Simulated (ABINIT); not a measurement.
Crystal: HfC.

```
Hf C
1.0
     0.00000    2.32500    2.32500
     2.32500    0.00000    2.32500
     2.32500    2.32500    0.00000
Hf C
1 1
Direct
  0.50000 0.50000 0.50000
  0.00000 0.00000 0.00000
```

Base run:

```yaml
Program: ABINIT 10.8.3 (patched build)
Functional: HCTH407
Potentials_or_basis: JTH PAW PBE v2.0
Cutoff: 544 eV
k_mesh: 10 × 10 × 10
Occupations: fermi-dirac, width 0.05 eV
Spin: no spin polarisation
```

Its results: band gap on the k mesh none (metal or under the smearing width); pressure -5.2 GPa.

Q: After a change of settings the same cell gave: band gap on the k mesh none (metal or under the smearing width); pressure -7.8 GPa. Which change was it?
A. functional from HCTH407 to PBE; spin from no spin polarisation to spin-orbit coupling, no magnetisation
B. functional from HCTH407 to PBEsol; k mesh from 10 × 10 × 10 to 4 × 4 × 4
C. functional from HCTH407 to WC; spin from no spin polarisation to spin-orbit coupling, no magnetisation

A: B.

Caveats: some runs use coarse meshes; the PAW data sets were made with another functional, which shifts forces and pressure a little; spin-orbit coupling is left out, which moves the levels of the heavy elements (some runs).
